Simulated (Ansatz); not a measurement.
# CdSe: the cost of one run

Method: DFT LDA, scalar-relativistic, in Ansatz 0.2.0.

**1. The system as given**

Symmetry: F-43m, No. 216, cubic system. Conventional cell: a = 6.141 Å, b = 6.141 Å, c = 6.141 Å, α = 90.00°, β = 90.00°, γ = 90.00°. Cd (site symmetry -43m) has 4 Se at 2.66 Å as nearest neighbours. Se (site symmetry -43m) has 4 Cd at 2.66 Å as nearest neighbours.

As a file:

```xyz
2
Lattice="0.0000 3.0703 3.0703 3.0703 0.0000 3.0703 3.0703 3.0703 0.0000" Properties=species:S:1:pos:R:3 pbc="T T T"
Cd    0.0000    0.0000    0.0000
Se    1.5351    1.5351    1.5351
```

The cell is one relaxed in the Materials Project, used as it stands.

Atoms are numbered in the order of the input: Cd1, Se2.

**2. Volume × 0.9405, LAPW**

File input.yaml:

```yaml
crystal:
  lattice:
    - [0.0, 3.0081281831, 3.0081281831]
    - [3.0081281831, 0.0, 3.0081281831]
    - [3.0081281831, 3.0081281831, 0.0]
  atoms:
    - { symbol: Cd, position: [0.0, 0.0, 0.0] }
    - { symbol: Se, position: [0.25, 0.25, 0.25] }
kpoints:
  mp_grid: { grid: [8, 8, 8] }
scf:
  occupations: { method: fermi_dirac, width: 0.03 }
hamiltonian:
  xc: lda
  pseudopotentials: { kind: all_electron, lapw: { basis_error: 0.001 } }
output:
  forces: true
  stress: true
  eigenvalues: true
```

Run with:

```
> ansatz run input.yaml --threads 1 --pin off --max-ram 3072MiB --backend cpu --events-out ev --progress --plain --runs-dir out
```

Q: Estimate wall time and peak memory on 1 thread of Arm Neoverse V1, shared host.

About 18 s, with a peak of 0.29 GiB.
